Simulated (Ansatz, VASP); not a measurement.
# Cross-check of Al35GeN36 (Ge_Al) between VASP and Ansatz

Aim: how closely do two programs agree when they are given the same cell, functional and k mesh? The cell is taken from a series of runs on this material, whose earlier steps may have relaxed, scaled, displaced or heated it; both programs get it as it stands.

Calculated with Ansatz 0.2.0; plane waves, with VASP 6.6.1 beside it; single point at HSE06.

### Step 1. Set-up

The cell holds 72 atoms: 35 Al, 36 N and 1 Ge. Its edges and angles: a = 9.320 Å, b = 9.320 Å, c = 9.956 Å, α = 90.0°, β = 90.0°, γ = 120.0°. It derives from AlN (AlN (P6_3mc)). Nearest the centre at fractional (0.444, 0.556, 0.500): Ge72 at 0.00 Å, N52 at 1.87 Å, N56 at 1.87 Å, N40 at 1.87 Å, N55 at 1.88 Å, N53 at 3.08 Å, Al22 at 3.09 Å, Al7 at 3.09 Å. The cell carries charge +1.

Structure file:

```xyz
72
Lattice="9.3196 0.0000 0.0000 -4.6598 8.0710 0.0000 0.0000 0.0000 9.9565" Properties=species:S:1:pos:R:3 pbc="T T T"
Al    1.5547    0.8926    2.4771
Al    0.0029    1.7671    4.9794
Al    1.5550    0.8914    7.4670
Al    0.0018    1.7878    9.9493
Al   -0.0005    3.5838    2.4480
Al   -1.5727    4.4955    4.9789
Al   -0.0216    3.5719    7.4752
Al   -1.5554    4.4852    9.9495
Al   -1.5533    6.2770    2.4771
Al   -3.1045    7.1725    4.9720
Al   -1.5542    6.2775    7.4669
Al   -3.1050    7.1728    9.9505
Al    4.6635    0.8971    2.4743
Al    3.1053    1.7684    4.9787
Al    4.6631    0.8967    7.4655
Al    3.1068    1.7882    9.9495
Al    3.1096    3.5848    2.4484
Al    3.1309    3.5725    7.4749
Al    1.5543    4.4828    9.9517
Al    1.5554    6.2787    2.4479
Al   -0.0202    7.1846    4.9789
Al    1.5552    6.3029    7.4752
Al   -0.0027    7.1747    9.9495
Al    7.7652    0.8969    2.4737
Al    6.2133    1.7929    4.9768
Al    7.7657    0.8966    7.4657
Al    6.2139    1.7925    9.9487
Al    6.2142    3.5830    2.4743
Al    4.6806    4.4966    4.9787
Al    6.2144    3.5835    7.4654
Al    4.6641    4.4855    9.9494
Al    4.6637    6.2774    2.4770
Al    3.1304    7.1841    4.9794
Al    4.6649    6.2778    7.4670
Al    3.1120    7.1747    9.9493
N     1.5520    0.8977    4.3790
N     0.0036    1.7914    1.8941
N     1.5522    0.8967    9.3605
N     0.0050    1.7918    6.8672
N     0.0163    3.5958    4.3820
N    -1.5487    4.4801    1.8946
N     0.0023    3.5890    9.3595
N    -1.5475    4.4810    6.8669
N    -1.5521    6.2763    4.3790
N    -3.1023    7.1712    1.8926
N    -1.5539    6.2773    9.3605
N    -3.1021    7.1712    6.8674
N     4.6601    0.8989    4.3774
N     3.1102    1.7921    1.8946
N     4.6578    0.8966    9.3593
N     3.1091    1.7924    6.8669
N     3.0868    3.5980    4.3819
N     1.5566    4.4814    1.8946
N     3.1017    3.5894    9.3594
N     1.5567    4.4813    6.8526
N     1.5534    6.2581    4.3819
N     0.0052    7.1714    1.8946
N     1.5523    6.2736    9.3595
N     0.0049    7.1700    6.8669
N     7.7622    0.8986    4.3774
N     6.2167    1.7910    1.8905
N     7.7656    0.8966    9.3594
N     6.2168    1.7909    6.8702
N     6.2110    3.5849    4.3774
N     4.6624    4.4805    1.8946
N     6.2117    3.5882    9.3593
N     4.6616    4.4814    6.8669
N     4.6579    6.2773    4.3790
N     3.1097    7.1714    1.8941
N     4.6588    6.2776    9.3605
N     3.1101    7.1699    6.8672
Ge    1.5528    4.4836    4.9764
```

### Step 2. Ansatz: single point, HSE06

Ansatz runs on its PAW soft_1 files.

A single point gives forces, pressure and levels at one fixed geometry, so differences don't come from the geometry; what else differs is listed under the comparison.

Contents of input.yaml:

```yaml
crystal:
  checkpoint: "../qp1.hrelax.run"
  host: checkpoint
total_charge: 1
basis:
  ecutwfc: 420
  xc_grid: 2
hamiltonian:
  xc: hse06
  pseudopotentials: { kind: paw, azcp: { folder: soft_1 } }
kpoints:
  mp_grid: { grid: [1, 1, 1], shift: [0.25, 0.25, 0.25] }
scf:
  occupations: { method: fixed }
  max_iter: 60
output:
  forces: true
  charged_corrections:
    epsilon: [4.49, 4.49, 4.72]
    static_epsilon: [8.15, 8.15, 9.65]
    defect_position: [0.444444, 0.555556, 0.499602]
  eigenvalues: true
  eigenstates: { localisation: true }
  populations: true
checkpoint:
  read: "../qp1.hrelax.run"
  write: "../qp1.hyb.run"
  compress: false
  write_wavefunctions: false
  write_every: 100000
```

Run with:

```bash
$ ansatz run input.yaml --threads 8 --pin off --max-ram 18841MiB --backend cpu --events-out ev --progress --plain --runs-dir out
```

Numbers of over 12 decimals in the logs are rounded to 6 here.

Log:

```text
Warning: kpoints.mp_grid.shift: disabling space-group detection — at a shift other than 0 and half a step a hybrid functional's run that is held to the crystal's symmetry can end above its lowest state, and by default nothing tells of it, so the full k-mesh is solved, and no spatial operation symmetrises the density, except that the density of a phonon batch's undisplaced supercell is averaged over the supercell's ow [...]
crystal.checkpoint: the structure is that of <dir>, a `relax` run, at its step 3: its result, under hse06 at a charge of 1 e; 72 atoms read, 0 with a starting moment; crystal.structure_sha256 for this input is
exact exchange: scf.exx.singularity resolves to wigner_seitz, which cuts the screened interaction at the faces of the exchange supercell's Wigner-Seitz cell, so that each pair interacts once, at the shortest of its separations (the periodic images that this leaves out come, for a point-like exchange hole, to about 0.017 eV on a filled level). The cut falls within the interaction's reach, and what an exchange supercel [...]
Engine: ansatz 0.2.0, aarch64-unknown-linux-gnu
Pseudopotentials: kind: paw
Pseudopotential: Al, paw, valence charge 3, recommended cutoff 420 eV (normal), soft_1/Al.paw.azcp
Pseudopotential: N, paw, valence charge 5, recommended cutoff 420 eV (normal), soft_1/N.paw.azcp
Pseudopotential: Ge, paw, valence charge 14, recommended cutoff 420 eV (normal), soft_1/Ge.paw.azcp
Functional definition: HSE06
  parameter a = 0.25
  parameter omega = 0.11/bohr
  exchange = pbe_x - a*pbe_x_sr(omega) + a*exact_x_sr(omega)
  correlation = pbe_c
davidson cushion auto → on  (no smearing: the cushion is to keep the highest requested band from converging to the state above it; pin scf.eigensolver.cushion to override)
Crystal: 72 atoms, lattice volume = 748.907 Å³
Basis set: ecut = 420 eV, 14685 PW (Γ), exchange–correlation on 128×128×144 points (8 copies of the dense FFT grid, shifted against one another)
Bands: 221, of which v1, the nominal top of the filled ones, is band 149 counted from 1 (148 counted from 0)
Symmetry: 1 space group operations
k-points: 1
Non-local potential: Al, projectors of the file, l = 0: 2, l = 1: 2, l = 2: 1
Non-local potential: N, projectors of the file, l = 0: 2, l = 1: 2, l = 2: 1
Non-local potential: Ge, projectors of the file, l = 0: 2, l = 1: 2, l = 2: 3, l = 3: 1
PAW form: soft (Blöchl's): semilocal exchange-correlation on the pseudo side does not see the compensation charge
PAW frozen core: Al, regenerated for the run's functional, and the local potential with it (the file was generated under x = pbe(κ = 0.804, μ = 0.219515), c = pbe(β = 0.066725))
PAW frozen core: N, regenerated for the run's functional, and the local potential with it (the file was generated under x = pbe(κ = 0.804, μ = 0.219515), c = pbe(β = 0.066725))
PAW frozen core: Ge, regenerated for the run's functional, and the local potential with it (the file was generated under x = pbe(κ = 0.804, μ = 0.219515), c = pbe(β = 0.066725))
PAW one-centre angular grid: Al, 110 points (default); XC on 64 Gauss nodes
PAW one-centre angular grid: N, 110 points (default); XC on 64 Gauss nodes
PAW one-centre angular grid: Ge, 590 points (default); XC on 64 Gauss nodes
Initial density: read from a saved state, or passed on in memory by an earlier SCF of this step, an earlier step, the calling program or the single point that the run made first
Stability of the state it starts from, as read at its close in the unpolarized treatment: not read, because the functional holds exact exchange (a hybrid, or Hartree-Fock), whose exchange loop this test does not read (fock_operator)
[...]
E_exx        = -694.905690  (= α·E_x^exact, valence–valence)
  E_paw        = -23068.312249  (= ΣΔE_a)
  E_vpaw       = -984.446586  (= ΣTr[D̂ρ^β])
  E_aug_tail   = 0.031373  (compensation charges beyond the density's cutoff)
  E_ewald      = -11577.143475
  E_core_change = -2.732330  (= ΣΔE_core)
  E_smearing   = -0.000000  (= −TS)
  E_closure    = 0.000000  (closes the sum)
  E_deformation_potential = 17.335873  (in the stress; not in F)
  Σ components = -37055.553230   (vs F -37055.553230, Δ=7.28e-12)
--- Forces (eV/Å), atoms counted from 1 ---
  atom   1  Al    -0.00011194    -0.00009201    -0.00134300
  atom   2  Al     0.00066838    -0.00191639    -0.00143787
  atom   3  N     -0.00067401    -0.00017484     0.00156766
  atom   4  N     -0.00033652    -0.00008452     0.00240057
  atom   5  Al     0.00003559     0.00021446    -0.00205046
  atom   6  Al     0.00042362    -0.00059234    -0.00226124
  atom   7  N     -0.00030040     0.00001645     0.00225996
  atom   8  N     -0.00004236    -0.00021340     0.00181824
  atom   9  Al    -0.00055979     0.00040852    -0.00107716
  atom  10  Al    -0.00075777     0.00021294    -0.00179596
  atom  11  N     -0.00095882     0.00036696     0.00027900
  atom  12  N      0.00060305    -0.00092929     0.00233196
  atom  13  Al    -0.00152397    -0.00071721    -0.00051739
  atom  14  Al    -0.00022037     0.00021961    -0.00211038
  atom  15  N      0.00006911     0.00020786     0.00089298
  atom  16  N      0.00024388     0.00033165     0.00213272
  atom  17  Al    -0.00046804     0.00074356    -0.00146297
  atom  18  Al     0.00066053    -0.00017785    -0.00186063
  atom  19  N     -0.00048100     0.00061168     0.00177761
  atom  20  N      0.00021700    -0.00032265     0.00195375
  atom  21  Al    -0.00040010    -0.00028024    -0.00225939
  atom  22  Al     0.00015259    -0.00019826    -0.00213889
  atom  23  N     -0.00027437     0.00025302     0.00231914
  atom  24  N      0.00006072    -0.00020437     0.00190946
[...]
atom  65  Al     0.00017139     0.00034206    -0.00128115
  atom  66  Al     0.00209622     0.00100347    -0.00118502
  atom  67  N     -0.00016106     0.00009307     0.00143744
  atom  68  N     -0.00052598    -0.00013554     0.00259735
  atom  69  Al    -0.00026033     0.00012088    -0.00255646
  atom  70  Al     0.00059927    -0.00028749    -0.00249399
  atom  71  N     -0.00005305     0.00022476     0.00262213
  atom  72  N      0.00037770    -0.00034651     0.00161531
  max |Σ_I F_I| component: 9.92e-5 eV/Å
--- Charged-cell corrections in eV (Makov–Payne, q = +1.000 e, ε = [4.490, 4.490, 4.720] of the electrons, [8.150, 8.150, 9.650] with the ions) ---
  F (periodic)     = -37055.553230  (uncorrected; the corrections below are reported, never added to it)
  E_corr1          = +0.494583  (monopole, q²α_M/2ε̄L, of the cell on which ε is isotropic)
  F Makov-Payne    = n/a  (the rows are of the electrons' constant alone; ansatz place-levels tells what screens the charge)
  no potential alignment in this run, which stands beside a crystal: run the host's input off ansatz write-host-input, and read the two finished runs by ansatz place-levels (neither reads a slab, a wire or a sheet, whose cell leaves a vacuum)
--- Band table (eV) ---
  k-point 0: bands = [... 145 lower, 5.9451, 5.9675, 6.0168, 6.1336, 12.7412, 12.9682, 13.0637, 13.2457, ... 68 higher]
--- Löwdin populations: 72 sites ---
  site symbol       q [e]
     0     Al      1.8771
     1     Al      1.8789
     2      N      6.0430
     3      N      6.0425
     4     Al      1.8787
     5     Al      1.8781
     6      N      6.0412
     7      N      6.0421
     8     Al      1.8774
     9     Al      1.8780
    10      N      5.9363
    11      N      6.0424
    12     Al      1.8786
    13     Al      1.8781
    14      N      6.0401
    15      N      6.0421
    16     Al      1.8772
    17     Al      1.8798
    18      N      6.0430
    19      N      6.0423
    20     Al      1.8787
    21     Al      1.8779
    22      N      6.0412
    23      N      6.0405
[...]
64     Al      1.8771
    65     Al      1.8790
    66      N      6.0430
    67      N      6.0425
    68     Al      1.8787
    69     Al      1.8781
    70      N      6.0412
    71      N      6.0420
  spilling = 0.007945 (of n_electrons = 298.000000)
```

(Part 1 of 2 ends here.)

[Lines on the potential files, build, host, timing and source positions are cut from VASP's logs without a mark.]

[Logs are printed without paths, hosts, clocks, repeated set-up lines and the standing remarks that a program may print on its own settings, such as how far it seeks lower states.]

[Hosts, paths, dates, database ids (printed as entryN), source tags and the programs' standing remarks are cut or masked in the printed files.]
